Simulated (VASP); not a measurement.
**Ti: relaxation of cell and atoms with PBE**

The system is Ti.

```
Ti
1.0
     2.93685    0.00000    0.00000
    -1.46843    2.54339    0.00000
     0.00000    0.00000    4.64294
Ti
2
Direct
  0.33333 0.66667 0.25000
  0.66667 0.33333 0.75000
```

- Program: VASP 6.6.1
- Task: relaxation of cell and atoms
- Functional: PBE
- Potentials or basis: VASP PAW PBE potentials, release 64 (Ti_sv)
- Cutoff: 600 eV
- k mesh: 18 × 18 × 9
- Occupations: methfessel-paxton, width 0.1 eV
- Spin: no spin polarisation
- Further INCAR settings: ALGO = Normal; EDIFF = 1e-07; IBRION = 2; EDIFFG = -0.005; NSW = 90; ISIF = 3

The relaxed volume is 17.35 Å³/atom. The relaxed cell is a = 2.938 Å, b = 2.938 Å, c = 4.644 Å, α = 90.00°, β = 90.00°, γ = 120.00°. The space group after relaxing (to 0.05 Å) is P6_3/mmc (No. 194). The energy gained by relaxing is 0.0 meV/atom and the ionic steps are 2. The pressure after relaxing is 0.0 GPa. The band gap on the k mesh is none (metal or under the smearing width).

Final structure:
```
Ti
1.0
     2.93758    0.00000    0.00000
    -1.46879    2.54402    0.00000
     0.00000    0.00000    4.64379
Ti
2
Cartesian
  0.0000 1.6960 1.1609
  1.4688 0.8480 3.4828
```

Levels at points of the mesh, in eV from the Fermi level:
| k point | band 8 | band 9 | band 10 | band 11 | band 12 | band 13 | band 14 | band 15 | band 16 |
| --- | --- | --- | --- | --- | --- | --- | --- | --- | --- |
| (0.00, 0.00, 0.00) | -32.72 | -6.23 | -2.71 | 0.76 | 0.76 | 0.77 | 0.88 | 1.26 | 1.26 |
| (0.50, 0.00, 0.00) | -32.79 | -2.36 | -2.17 | -1.86 | -0.65 | 0.46 | 0.62 | 1.17 | 3.32 |

It took 86 s on 1 thread of Intel(R) Xeon(R) 6975P-C (Granite Rapids), on a shared host, peak memory 0.24 GiB.
